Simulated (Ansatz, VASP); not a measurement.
## Zr2Ni: VASP beside Ansatz

Aim: how closely do two programs agree when they are given the same cell, functional and k mesh? The structure shown comes from an earlier Ansatz run, which isn't shown and may have moved the atoms alone.

Calculated with Ansatz 0.2.0; plane waves, with VASP 6.6.1 beside it; elastic constants at PBEsol.

## 1. The structure

The structure is tetragonal, space group I4/mcm (No. 140). Conventional cell: a = 6.428 Å, b = 6.428 Å, c = 5.127 Å, α = 90.00°, β = 90.00°, γ = 90.00°. Nearest to Zr lie 4 Ni at 2.73 Å and 3 Zr at 2.95 to 3.02 Å. Ni has 2 Ni at 2.56 Å and 8 Zr at 2.73 Å nearest. Farther neighbours are not listed.

## 2. Ansatz: elastic constants, PBEsol

Ansatz runs on its default PAW (the set named soft_2) files.

Elastic constants are differences of stresses under small strains, so they test the stress and the mesh.

File input.yaml:

```yaml
crystal:
  lattice:
    - [-3.2141582474, 3.2141582474, 2.5634472775]
    - [3.2141582474, -3.2141582474, 2.5634472775]
    - [3.2141582474, 3.2141582474, -2.5634472775]
  atoms:
    - { symbol: Zr, position: [0.662430296, 0.162430296, 0.824860592] }
    - { symbol: Zr, position: [0.162430296, 0.337569704, 0.5] }
    - { symbol: Zr, position: [0.337569704, 0.837569704, 0.175139408] }
    - { symbol: Zr, position: [0.837569704, 0.662430296, 0.5] }
    - { symbol: Ni, position: [0.25, 0.25, 0.0] }
    - { symbol: Ni, position: [0.75, 0.75, 0.0] }
kpoints:
  mp_grid: { grid: [6, 6, 6] }
hamiltonian:
  xc: pbesol
scf:
  occupations: { method: gaussian, width: 0.05 }
output:
  forces: true
  stress: true
  eigenvalues: true
elastic:
  mode: relaxed_ion
  stencil: two_point
  amplitude: 0.002
```

Launch:

```bash
ansatz run input.yaml --threads 4 --pin off --max-ram 16384MiB --backend cpu --events-out ev --progress --plain --runs-dir out
```

Numbers of over 12 decimals in the logs are rounded to 6 here.

What it wrote:

```text
Engine: ansatz 0.2.0, aarch64-unknown-linux-gnu
Pseudopotentials: kind: paw
Pseudopotential: Zr, paw, valence charge 12, recommended cutoff 420 eV (normal), Zr.paw.azcp
Pseudopotential: Ni, paw, valence charge 18, recommended cutoff 420 eV (normal), Ni.paw.azcp
Functional definition: PBEsol
  exchange = pbesol_x
  correlation = pbesol_c
Crystal: 6 atoms, lattice volume = 105.930 Å³
Basis set: ecut = 420 eV, 2105 PW (Γ), exchange–correlation on 72×72×72 points (8 copies of the dense FFT grid, shifted against one another)
Bands: 51, of which v1, the nominal top of the filled ones, is band 42 counted from 1 (41 counted from 0)
Symmetry: 16 space group operations
Space group: I4/mcm (ITA 140), of the structure as read, at distance tolerance 4.7e-5 Å
k-points: 30 of 216
Non-local potential: Zr, projectors of the file, l = 0: 3, l = 1: 2, l = 2: 2, l = 3: 2
Non-local potential: Ni, projectors of the file, l = 0: 3, l = 1: 2, l = 2: 3, l = 3: 1
PAW form: soft (Blöchl's): semilocal exchange-correlation on the pseudo side does not see the compensation charge
PAW frozen core: Zr, regenerated for the run's functional, and the local potential with it (the file was generated under x = pbe(κ = 0.804, μ = 0.219515), c = pbe(β = 0.066725))
PAW frozen core: Ni, regenerated for the run's functional, and the local potential with it (the file was generated under x = pbe(κ = 0.804, μ = 0.219515), c = pbe(β = 0.066725))
PAW one-centre angular grid: Zr, 590 points (default); XC on 64 Gauss nodes
PAW one-centre angular grid: Ni, 590 points (default); XC on 64 Gauss nodes
Initial density: superposition of atomic densities (neutral atoms: chi_scale 0, normalization atom), corrected by the library's trained network
Initial wavefunctions: pseudopotential atomic-orbital guess
Functional: x = pbesol(κ = 0.804, μ = 0.123457), c = pbesol(β = 0.046)
SCF iter   1: F=—  HF=-28126.607989 eV  |F-HF|=—  |Δ(HF+E_count)|=         —  Δρ=1.75e-2  dr2=2.70e-1  ethr=1.77e-3  ⟨swp⟩=5.2  Hψ=4935  notcnv=0  defer=3
preconditioner: auto → Kerker (q_TF=auto, 2.625 Å⁻¹)  [metal: Δε(μ)=0.012 eV  Ē_g=13.403 eV  σ=0.050 eV  W_gap=0.13  n_scr=34 (ndim 8)  ℏωp=27.9 eV  f_vac=0.000  D(μ)=7.35/eV (n_scr^D=70)]
SCF iter   2: F=—  HF=-28126.593016 eV  |F-HF|=—  |Δ(HF+E_count)|=   1.50e-2  Δρ=5.77e-3  dr2=3.82e-2  ethr=3.21e-4  ⟨swp⟩=2.0  Hψ=1934  notcnv=0  defer=78
SCF iter   3: F=—  HF=-28126.590817 eV  |F-HF|=—  |Δ(HF+E_count)|=   2.20e-3  Δρ=1.62e-3  dr2=4.55e-3  ethr=4.54e-5  ⟨swp⟩=1.2  Hψ=1455  notcnv=0  defer=82
SCF iter   4: F=—  HF=-28126.590379 eV  |F-HF|=—  |Δ(HF+E_count)|=   4.38e-4  Δρ=1.87e-4  dr2=6.10e-5  ethr=5.42e-6  ⟨swp⟩=2.0  Hψ=1727  notcnv=0  defer=82
SCF iter   5: F=—  HF=-28126.590360 eV  |F-HF|=—  |Δ(HF+E_count)|=   1.92e-5  Δρ=4.03e-5  dr2=1.68e-6  ethr=7.27e-8  ⟨swp⟩=2.0  Hψ=2533  notcnv=0  defer=82
SCF iter   6: F=—  HF=-28126.590357 eV  |F-HF|=—  |Δ(HF+E_count)|=   2.96e-6  Δρ=2.72e-5  dr2=6.00e-7  ethr=2.00e-9  ⟨swp⟩=2.0  Hψ=2704  notcnv=0  defer=82
SCF iter   7: F=—  HF=-28126.590357 eV  |F-HF|=—  |Δ(HF+E_count)|=   5.55e-8  Δρ=4.37e-6  dr2=1.02e-8  ethr=7.14e-10  ⟨swp⟩=1.7  Hψ=1510  notcnv=0  defer=82
SCF iter   8: F=—  HF=-28126.590357 eV  |F-HF|=—  |Δ(HF+E_count)|=  9.13e-10  Δρ=2.03e-6  dr2=2.90e-9  ethr=1.21e-11  ⟨swp⟩=2.0  Hψ=2700  notcnv=0  defer=82
SCF iter   9: F=—  HF=-28126.590357 eV  |F-HF|=—  |Δ(HF+E_count)|=  3.20e-10  Δρ=3.10e-7  dr2=5.89e-11  ethr=3.46e-12  ⟨swp⟩=2.0  Hψ=1679  notcnv=0  defer=82
SCF iter  10: F=—  HF=-28126.590357 eV  |F-HF|=—  |Δ(HF+E_count)|=  3.64e-12  Δρ=4.33e-8  dr2=1.41e-12  ethr=7.02e-14 (applied; sched 1.00e-12)  ⟨swp⟩=2.3  Hψ=2021  notcnv=0  defer=86
[...]
SCF 1 converged in 11 iterations: F = -28126.590357 eV  dr2 = 2.75e-14
  greatest PAW one-centre occupation: 1.001 electrons in one spin orbital (limit 2), on the Ni atom at site 5 (counted from 0), in its partial waves of l = 1
relax step   1: F+E_penalty+E_count = -28126.59035685 eV  Δ(F+E_penalty+E_count) = +0.000e0 eV  max|allowed force component| = 3.065e-3 eV/Å  Δτ_max = 0.0000 Å  (11 SCF iters, accepted)
Initial density: handed on by an earlier stage of this run
Initial wavefunctions: pseudopotential atomic-orbital guess (no wavefunctions were taken with the density)
[...]
preconditioner: auto → Kerker (q_TF=auto, 2.625 Å⁻¹)  [metal: Δε(μ)=0.025 eV  Ē_g=13.435 eV  σ=0.050 eV  W_gap=0.27  n_scr=34 (ndim 8)  ℏωp=27.9 eV  f_vac=0.000  D(μ)=6.64/eV (n_scr^D=70)]
[...]
SCF iter   4: F=—  HF=-28126.590365 eV  |F-HF|=—  |Δ(HF+E_count)|=  3.64e-12  Δρ=1.47e-8  dr2=1.07e-13  ethr=2.77e-16 (applied; sched 1.00e-12)  ⟨swp⟩=1.0  Hψ=2346  notcnv=0
iter 5 did not close the SCF: its close was put off for the readings that it lacked (scf_convergence_deferred on its scf_iter line)
SCF iter   5: F=-28126.590365 eV  HF=-28126.590365 eV  |F-HF|=1.46e-11  |Δ(HF+E_count)|=  3.64e-12  Δρ=1.08e-8  dr2=6.18e-14  ethr=1.27e-16 (applied; sched 1.00e-12)  ⟨swp⟩=1.0  Hψ=2346  notcnv=0
iter 6 did not close the SCF: its close was put off for the readings that it lacked (scf_convergence_deferred on its scf_iter line)
[...]
SCF iter   9: F=-28126.590365 eV  HF=-28126.590365 eV  |F-HF|=0.00e0  |Δ(HF+E_count)|=    0.00e0  Δρ=1.43e-9  dr2=1.07e-15  ethr=1.00e-12  ⟨swp⟩=1.7  Hψ=4912  notcnv=0
SCF 41 converged in 9 iterations: F = -28126.590365 eV  dr2 = 1.07e-15
SCF converged after 13 iterations
Free energy (F): -28126.590360 eV
Harris-Foulkes:  -28126.590360 eV  (|F-HF|=7.28e-12)
Internal energy: -28126.582414 eV  (E = F + TS)
E sigma→0 (E₀):  -28126.586387 eV
Entropy (-TS):   -0.007946 eV (-1.324 meV/atom)
Fermi energy:    15.871810 eV
--- Per-component energies (eV) ---
  E_band       = -936.912277
  E_kinetic    = 1907.603217
  E_local      = -11459.348994  (includes V_loc(G=0)·N_el)
  E_nonlocal   = 1596.361411
  E_hartree    = 4687.246276
  E_xc         = -814.680219
  E_vxc        = -985.215634  (∫ρ·V_xc dr)
  E_paw        = -14788.656639  (= ΣΔE_a)
  E_vpaw       = -1370.805845  (= ΣTr[D̂ρ^β])
  E_aug_tail   = 0.001016  (compensation charges beyond the density's cutoff)
  E_ewald      = -9256.165941
  E_core_change = 1.057459  (= ΣΔE_core)
  E_smearing   = -0.007946  (= −TS)
  E_closure    = -0.000000  (closes the sum)
  Σ components = -28126.590360   (vs F -28126.590360, Δ=0.00e0)
--- Forces (eV/Å), atoms counted from 1 ---
  atom   1  Zr    -0.00000900    -0.00000900     0.00000000
  atom   2  Zr     0.00000900    -0.00000900    -0.00000000
  atom   3  Zr     0.00000900     0.00000900     0.00000000
  atom   4  Zr    -0.00000900     0.00000900    -0.00000000
  atom   5  Ni     0.00000000     0.00000000     0.00000000
  atom   6  Ni     0.00000000     0.00000000     0.00000000
  max |Σ_I F_I| component: 2.60e-18 eV/Å
--- Stress (GPa, compression-positive) ---
       -0.015952      -0.000000      -0.000000
       -0.000000      -0.015952      -0.000000
        0.000000      -0.000000       0.016624
  P = ⅓ Tr σ = -0.0051 GPa (-0.051 kbar)
--- Band table (eV; the first three rows and the last of 30) ---
  k-point 0: bands = [... 38 lower, 15.0282, 15.6739, 15.6739, 15.9018, 16.0245, 16.2699, 16.2699, 16.5197, ... 5 higher]
  k-point 1: bands = [... 38 lower, 15.0426, 15.5108, 15.6382, 15.8300, 15.9321, 16.2979, 16.3326, 16.5352, ... 5 higher]
  k-point 2: bands = [... 38 lower, 15.0757, 15.3563, 15.4002, 15.4934, 16.2605, 16.2911, 16.4288, 16.5068, ... 5 higher]
  k-point 29: bands = [... 38 lower, 15.1554, 15.2154, 15.2154, 15.6130, 15.8640, 16.7482, 17.2104, 17.2130, ... 5 higher]
--- Elastic constants: 4 strain directions × 2 members + reference (group order 16) ---
  dense FFT box of the reference and of every strained cell: 36×36×36
  strains applied: 11, 33, 23, 12; error gains: componentwise 1.00 (the most a stress slope's error grows in a printed constant), spectral 1.41 (1 for all six strains in a standard setting)
  reference relaxed by the batch: 3 steps; max|allowed force component| 3.06e-3 eV/Å at the deck's positions, 8.99e-6 at the last accepted step, 9.00e-6 by the solve of record
  largest displacement 3.8e-4 Å; the constants are those of the deck's cell at these positions:
  atoms:
    - { symbol: Zr, position: [0.662472, 0.162472, 0.824943] }
    - { symbol: Zr, position: [0.162472, 0.337528, 0.5] }
    - { symbol: Zr, position: [0.337528, 0.837528, 0.175057] }
    - { symbol: Zr, position: [0.837528, 0.662472, 0.5] }
    - { symbol: Ni, position: [0.25, 0.25, 0.0] }
    - { symbol: Ni, position: [0.75, 0.75, 0.0] }
  C = ∂σ_k/∂η_j (tension-positive GPa; Voigt order 11 22 33 23 13 12):
       175.315    131.424    100.250      0.000      0.000      0.000
       131.424    175.315    100.250      0.000      0.000      0.000
       100.227    100.227    170.065      0.000      0.000      0.000
         0.000      0.000      0.000     32.600      0.000      0.000
         0.000      0.000      0.000      0.000     32.600     -0.000
         0.000      0.000     -0.000      0.000      0.000      2.550
  reference stress σ⁰ (GPa):      0.016      0.016     -0.017      0.000      0.000      0.000
  C* (energy form; C + prestress term) asymmetry max|C*_kj − C*_jk| = 5.612e-2 GPa — a small one proves nothing (zero by symmetry where the batch's group is 432, −43m or m−3m); a large one is finite-difference/SCF noise where every solve meets its electron count
  moduli (Voigt/Reuss/Hill, GPa): K = 131.61/130.41/131.01   G = 26.14/9.55/17.84   E = 51.20   ν = 0.435
  mechanically stable: yes (min eigenvalue of sym C = 2.55 GPa)
  the stresses are not corrected for the forces that the relaxations left standing (`elastic.f_tol`)
  strain η (Voigt 11):  stress-route row diagonal C_11 = 175.31 GPa, energy-path curvature d²(F+E_count+ΔE)/dδ²/Ω₀ = 175.21 GPa
         δ    σ_11 (GPa)             F (eV)   n_scf  n_hpsi   n_pw
    -2.000e-3      -0.3386      -28126.5901506       9   36032   2089   relax 3 steps, max|allowed force component| 1.27e-6 eV/Å
     2.000e-3       0.3627      -28126.5901207       9   36079   2105   relax 4 steps, max|allowed force component| 1.52e-6 eV/Å
  strain η (Voigt 33):  stress-route row diagonal C_33 = 170.07 GPa, energy-path curvature d²(F+E_count+ΔE)/dδ²/Ω₀ = 170.12 GPa
         δ    σ_33 (GPa)             F (eV)   n_scf  n_hpsi   n_pw
    -2.000e-3      -0.3647      -28126.5901118       8   21971   2105   relax 3 steps, max|allowed force component| 3.18e-5 eV/Å
     2.000e-3       0.3155      -28126.5901611       8   22134   2105   relax 3 steps, max|allowed force component| 3.47e-5 eV/Å
  strain η (Voigt 23):  stress-route row diagonal C_44 = 32.60 GPa, energy-path curvature d²(F+E_count+ΔE)/dδ²/Ω₀ = 32.59 GPa
         δ    σ_23 (GPa)             F (eV)   n_scf  n_hpsi   n_pw
    -2.000e-3      -0.0652      -28126.5903212       9   53577   2105   relax 5 steps, max|allowed force component| 5.35e-7 eV/Å
     2.000e-3       0.0652      -28126.5903212       9   53568   2105   relax 5 steps, max|allowed force component| 5.34e-7 eV/Å
  strain η (Voigt 12):  stress-route row diagonal C_66 = 2.55 GPa, energy-path curvature d²(F+E_count+ΔE)/dδ²/Ω₀ = 2.43 GPa
         δ    σ_12 (GPa)             F (eV)   n_scf  n_hpsi   n_pw
    -2.000e-3      -0.0051      -28126.5903655       9   36173   2105   relax 3 steps, max|allowed force component| 2.82e-5 eV/Å
     2.000e-3       0.0051      -28126.5903655       9   36208   2105   relax 3 steps, max|allowed force component| 2.82e-5 eV/Å
```

The column dr2 measures how far the density is from self-consistency, as an energy; F and HF (Harris–Foulkes) agree once it is small.

[end of part 1 of 3]

[Lines on the potential files, build, host, timing and source positions are cut from VASP's logs without a mark.]

[Logs are printed without paths, hosts, clocks, repeated set-up lines and the standing remarks that a program may print on its own settings, such as how far it seeks lower states.]

[Hosts, paths, dates, database ids (printed as entryN), source tags and the programs' standing remarks are cut or masked in the printed files.]
